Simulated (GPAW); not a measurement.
The system is V.

```
V
1.0
    -1.51435    1.51435    1.51435
     1.51435   -1.51435    1.51435
     1.51435    1.51435   -1.51435
V
1
Direct
  0.00000 0.00000 0.00000
```

- Program: GPAW 26.7.0
- Task: relaxation of cell and atoms
- Functional: PBE
- Potentials or basis: GPAW PAW data sets (gpaw-data 1.2.1)
- Cutoff: 600 eV
- Basis: pw
- k mesh: 12 × 12 × 12
- Occupations: fermi-dirac, width 0.05 eV
- Spin: collinear spin, ferromagnetic start
- Starting moments: [2.0] μB

At the start: pressure -4.3 GPa; volume 13.89 Å³/atom.

Q: How do energy, volume and symmetry change on relaxing?

A: Over 3 steps the energy falls by 4.7 meV/atom and the volume is 13.55 Å³/atom (-2.5 %); space group Im-3m (No. 229, to 0.05 Å); moment 0.00 μB per cell.

Step by step:
```tsv
step	energy change (eV)	largest force (eV/Å)	pressure (GPa)	volume (Å³)
1	0.0000	0.0000	-4.30	13.89
2	-0.0041	0.0000	-1.59	13.67
3	-0.0047	0.0000	0.03	13.55
```

Final structure:
```
V
1.0
    -1.50173    1.50173    1.50173
     1.50173   -1.50173    1.50173
     1.50173    1.50173   -1.50173
V
1
Direct
  0.00000 0.00000 0.00000
```

Caveat: each step starts from the last one's moments, so a moment once lost doesn't come back; later steps reuse the first step's grids.
